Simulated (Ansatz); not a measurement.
# LiF: energy against volume in PBE, exact exchange and the RPA

Aim: the volume at rest and the bulk modulus of LiF (zincblende) in the random-phase approximation, beside PBE and exact exchange alone. This is a trial cell built on a prototype, not taken from a measured structure, and it needn't be the compound's ground state.

Code: Ansatz 0.2.0. PBE orbitals, norm-conserving pseudopotentials, plane waves. No spin polarisation. The prototype was imposed, so other structures may be more stable.

## Step 1: The system as given

The cell was relaxed beforehand with r2SCAN; volume changes: +0 %, -5 %, +5 %, -10 %, +10 %.

It is cubic, F-43m (No. 216); a = 4.289 Å in the conventional setting, 9.86 Å³ an atom. Near Li stand 4 F at 1.86 Å; near F stand 4 Li at 1.86 Å.

Structure file:

Space group F-43m (No. 216). a = 4.289 Å, b = 4.289 Å, c = 4.289 Å, α = 90.00°, β = 90.00°, γ = 90.00°
```csv
atom,site,symmetry,x,y,z
Li,4a,-43m,0.0000,0.0000,0.0000
F,4d,-43m,0.2500,0.2500,0.7500
```

## Step 2: The unscaled cell

input.yaml reads:

```yaml
crystal:
  lattice:
    - [0.0, 2.1446106259, 2.1446106259]
    - [2.1446106259, 0.0, 2.1446106259]
    - [2.1446106259, 2.1446106259, 0.0]
  atoms:
    - { symbol: Li, position: [0.0, 0.0, 0.0] }
    - { symbol: F, position: [0.25, 0.25, 0.25] }
kpoints:
  mp_grid: { grid: [6, 6, 6] }
hamiltonian:
  xc: pbe
  pseudopotentials: { kind: nc }
scf:
  occupations: { method: fixed }
output:
  rpa_energy:
    ecut_chi_ladder: [317, 355, 394, 437, 480]
    long_wavelength: optical_limit
basis:
  ecutwfc: 1320.0
```

After this run come: Volume -5 %; Volume +5 %; Volume -10 %; Volume +10 %.

**Question.** What will these runs give?

As calculated:

Energies in meV/atom from the unscaled cell:

| volume (Å³/atom) | PBE | exact exchange | EXX+RPA | RPA correlation |
| --- | --- | --- | --- | --- |
| 8.877 | 41.4 | 26.7 | 26.6 | -0.2 |
| 9.371 | 14.4 | 7.1 | 8.0 | 0.9 |
| 9.864 | 0.0 | 0.0 | 0.0 | 0.0 |
| 10.357 | -4.5 | 2.7 | 3.0 | 0.3 |
| 10.850 | -1.3 | 12.8 | 11.2 | -1.5 |

| energy | V₀ (Å³/atom) | B₀ (GPa) | B₀′ |
| --- | --- | --- | --- |
| PBE | 10.381 | 52 | 4.1 |
| exact exchange | 9.957 | 60 | 4.3 |
| EXX+RPA | 9.986 | unresolved | unresolved |

Birch–Murnaghan fits.

RPA correlation grows weaker on compression, so it pulls the cell out against exact exchange alone. The log puts the extrapolation error of each correlation energy at up to 23 meV/atom, against 27 meV/atom for the whole EXX+RPA curve; part of it cancels between volumes. The curve is too rough to resolve B₀ and B₀′ of EXX+RPA; its minimum, near 10.0 Å³/atom, is a rough guide. The 6×6×6 mesh and the pseudopotentials limit these values, and the core-valence term stays semilocal.
